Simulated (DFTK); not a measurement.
Li under changes of volume

One of the cells (21.354 Å³/atom); the others are scaled copies at fixed shape and fractional positions:

```
Li
1.0
     0.00000    2.20200    2.20200
     2.20200    0.00000    2.20200
     2.20200    2.20200    0.00000
Li
1
Direct
  0.00000 0.00000 0.00000
```

This isn't the form of Li at room conditions, which is bcc.

| Property | Result |
| --- | --- |
| Program | DFTK 0.8.2 |
| Functional | PBE |
| Potentials or basis | dojo.nc.sr.pbe.v0_4_1.standard.upf (PBE) |
| Cutoff | 1007 eV |
| k mesh | 10 × 10 × 10 |
| Occupations | fermi-dirac, width 0.05 eV |
| Spin | no spin polarisation |

| volume (Å³/atom) | energy over the lowest point (meV/atom) | pressure (GPa) |
| --- | --- | --- |
| 20.073 | 0.00 | 0.1 |
| 20.500 | 0.06 | -0.2 |
| 20.927 | 0.86 | -0.4 |
| 21.354 | 2.32 | -0.7 |
| 21.781 | 4.40 | -0.9 |
| 22.208 | 7.05 | -1.1 |
| 22.635 | ? | ? |

Question: What does the run at 22.635 Å³/atom give?

Answer: Energy over the lowest point 10.21 meV/atom; pressure -1.3 GPa.

Worked out: A Birch-Murnaghan fit of order 3 (a polynomial in V^(-2/3)) to the other rows has its minimum at 20.25 Å³/atom with B0 = V·E''(V) = 13.6 GPa and B' = 3.0. It gives 10.22 meV/atom at 22.635 Å³/atom, against the run's 10.21, and -dE/dV = -1.3 GPa, against -1.3.

Energies are extrapolated to zero smearing.
